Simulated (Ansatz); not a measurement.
## From three elastic constants to directional properties of KCl

These are results of DFT PBEsol, scalar-relativistic, plane waves, PAW (Ansatz), not measurements. Plane waves to 420 eV; Γ-centred k mesh 6×6×6; fixed occupations. No spin polarisation.

The cell is fixed (symmetry leaves no force on the atoms) and stands under 0.0 GPa:
```
K Cl
1.0
     3.73540    0.00000    0.00000
     0.00000    3.73540    0.00000
     0.00000    0.00000    3.73540
K Cl
1 1
Cartesian
  0.0000 0.0000 0.0000
  1.8677 1.8677 1.8677
```

The cell is the ideal cubic caesium chloride prototype; this isn't the usual structure of the compound.

With ions relaxed, on the cubic axes: C11 = 53.0, C12 = 6.7, C44 = 7.2 GPa. The density is 2.375 g/cm³. Zone-centre modes weren't checked beside this run.

Task: Is the crystal stable against strain, and how anisotropic is it?

Result: Born's conditions hold: C11 + 2C12 = 66.4, C11 − C12 = 46.2 and C44 = 7.2 GPa are all positive. B = (C11 + 2C12)/3 = 22.1 GPa. The two shear moduli are C44 and C′ = (C11 − C12)/2 = 23.1 GPa, so Zener's ratio is A = C44/C′ = 0.31: the shear C44 is the soft one, as in NaCl, KCl, the halide perovskites and the bcc metals V, Nb, Cr and Mo. The Cauchy pressure C12 − C44 is -0.5 GPa; it would vanish for pair forces between atoms on inversion centres at zero pressure, and here it is small.

Task: Give the sound speeds along the three symmetry directions.

Result: The Christoffel equation gives ρv² for each branch:
```tsv
direction	branch	ρv²	GPa	v (m/s)
[100]	L	C11	53.0	4722
[100]	T (×2)	C44	7.2	1745
[110]	L	(C11 + C12 + 2C44)/2	37.1	3951
[110]	T, u ∥ [001]	C44	7.2	1745
[110]	T, u ∥ [1-10]	(C11 − C12)/2	23.1	3119
[111]	L	(C11 + 2C12 + 4C44)/3	31.8	3658
[111]	T (×2)	(C11 − C12 + C44)/3	17.8	2739
```

Task: How does Young's modulus depend on direction?

Result: Inverting gives S11 = 19.441, S12 = -2.195, S44 = 138.313 TPa⁻¹. Along a unit vector (l, m, n), 1/E = S11 − 2(S11 − S12 − S44/2)(l²m² + m²n² + n²l²), where the last bracket is 0, 1/4 and 1/3 for [100], [110] and [111]: E = 51, 23 and 20 GPa. With A < 1 the cube edge is stiffest. For a film on (001), the biaxial modulus is C11 + C12 − 2C12²/C11 = 58 GPa and the normal strain is −2C12/C11 = -0.25 times the in-plane one.

Cost: 1 run of about 0.069 core-minutes, on Intel Xeon 6975P-C (Granite Rapids) (shared hosts).